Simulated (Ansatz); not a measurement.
V: do energies and stresses tell the same story?

All numbers below come from Ansatz 0.2.0, DFT PBEsol, scalar-relativistic, plane waves, PAW.

Plane waves to 420 eV, a k mesh through Γ of 20×20×20 on the computed 1-atom cell and Gaussian smearing (0.10 eV); no spin polarisation.

Relaxed cell: Im-3m, a = 2.959 Å, b = 2.959 Å, c = 2.959 Å, α = 90.00°, β = 90.00°, γ = 90.00°, 1 atom in the primitive cell.

Energies at zero smearing and pressures from the stress tensor, at volumes with shape and atoms relaxed:
| V (Å³/atom) | E − E(first) (meV/atom) | P (GPa) |
| --- | --- | --- |
| 12.175 | 0.00 | 13.69 |
| 12.563 | -23.98 | 6.38 |
| 12.952 | -31.44 | 0.01 |
| 13.341 | -24.49 | -5.51 |
| 13.729 | -5.05 | -10.30 |

**Question.** Check P = −dE/dV between neighbouring volumes, and get the bulk modulus from the pressures alone.

**Answer.** With 1 eV/Å³ = 160.2 GPa:
```
middle V (Å³/atom)  −ΔE/ΔV (GPa) mean P (GPa)
            12.369         9.890        10.034
            12.758         3.072         3.194
            13.146        -2.864        -2.750
            13.535        -8.017        -7.906
```

The two differ by 0.14 GPa at most. The mean of two end pressures misses the average over a step by about ΔV² P″/12, up to 0.08 GPa here; with that taken off 0.06 GPa remains. The stress is the derivative of the free energy, not of the energy at zero smearing, and with free energies 0.00 GPa remains. Around V = 12.952 Å³/atom, the two neighbours give B = −V ΔP/ΔV = 12.952 × 11.89 / 0.777 = 198.1 GPa, against B0 = 197.4 GPa from the Birch–Murnaghan fit of the energies.

A ferromagnetic start lost its moments in a first run, so spin was left out; other magnetic orders weren't tried.